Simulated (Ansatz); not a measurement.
Runs of Ansatz 0.2.0 on Nb. The structure is cubic, space group Im-3m (No. 229). The conventional cell has a = 3.328 Å, b = 3.328 Å, c = 3.328 Å, α = 90.00°, β = 90.00°, γ = 90.00°. Nb (site symmetry m-3m) is surrounded by 8 Nb at 2.88 Å. 

```tsv
task	level	cell	smearing	points for each segment of the path	gap on the mesh (eV)	pressure (GPa)	relaxed volume (Å³/atom)
relaxation of cell and atoms	PBE+D4	relaxed	fermi-dirac 0.05 eV	-	none	0.0	(a)
band structure	PBEsol	as given	fermi-dirac 0.05 eV	14	none	-7.8	-
relaxation of cell and atoms	BLYP+D4	relaxed	fermi-dirac 0.05 eV	-	none	0.0	(b)
relaxation of cell and atoms	PBEsol	relaxed	fermi-dirac 0.05 eV	-	-	0.0	17.59
single point	PBE	as given	gaussian 0.015 eV	-	none	-1.7	-
```

Alike in all rows: potentials or basis Ansatz PAW; no spin polarisation; k mesh 11 × 11 × 11; cutoff (eV) 420.

Problem. Fill in the values left out.

Solution. (a) 17.91; (b) 18.28.

Caveats: the plane-wave basis is chosen anew once the cell has moved, so the energies of steps on either side of that aren't comparable (some runs); the PAW data sets come from PBE, with cores solved anew for the run's functional, which leaves a small shift of forces and pressure (some runs); pairwise dispersion overbinds metals, which lowers pressure and volume (some runs).

A k mesh can miss the band edges, and the runs leave out spin-orbit coupling on Nb.

A gap of «none» marks a metal or a gap under the smearing width.
